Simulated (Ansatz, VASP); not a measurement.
**CoO in VASP and in Ansatz**

```xyz
4
Lattice="3.0811 0.0000 0.0000 0.0000 4.2014 0.0000 -2.8777 0.0000 3.0786" Properties=species:S:1:pos:R:3 pbc="T T T"
Co   -0.7194    1.0585    0.7696
Co   -2.1583    3.1428    2.3089
O    -2.1583    1.0478    2.3089
O    -0.7194    3.1536    0.7696
```

The cell is a database's computed one.

Alike in both runs: task single point; functional PBE; k mesh 12 × 6 × 9; occupations fermi-dirac, width 0.05 eV; collinear spin, ferromagnetic start.

|  | VASP | Ansatz |
| --- | --- | --- |
| version | VASP 6.6.1 | Ansatz 0.2.0 |
| potentials or method | VASP PAW PBE potentials, release 64 (Co, O) | Ansatz PAW |
| plane-wave cutoff (eV) | 520 | 420 |
| valence electrons in the cell | 30 | 46 |

Ansatz gave:

- gap on the k mesh at the Fermi level (eV): none
- pressure (GPa): -5.5
- largest component of the traceless stress (GPa): 0.57
- rms of the force components (eV/Å): 0.014
- net moment per atom (μB): 1.46
- size of the moment on the site where the two differ most (μB): 2.47

Problem. Estimate VASP's values.

Solution. gap on the k mesh at the Fermi level (eV): none; pressure (GPa): -5.9; largest component of the traceless stress (GPa): 0.52; rms of the force components (eV/Å): 0.013; net moment per atom (μB): 1.45; size of the moment on the site where the two differ most (μB): 2.55.

Site moments also hang on the region over which each program counts them. Atom by atom the forces differ by 0.001 eV/Å (rms over components). A gap of «none» marks a metal or a gap that the smearing closes. With one functional, cell and mesh, what is left measures potentials, basis and numerics. The two sets of potentials don't hold the same shells in valence.

Caveats: semilocal functionals often make such compounds metallic where correlation or magnetic order opens a gap, which also shifts bond lengths; the pressure holds a Pulay correction of +0.7 GPa for the finite cutoff (Ansatz). With open d or f shells a metallic result of PBE can be an artefact of self-interaction; +U or a hybrid may open a gap.
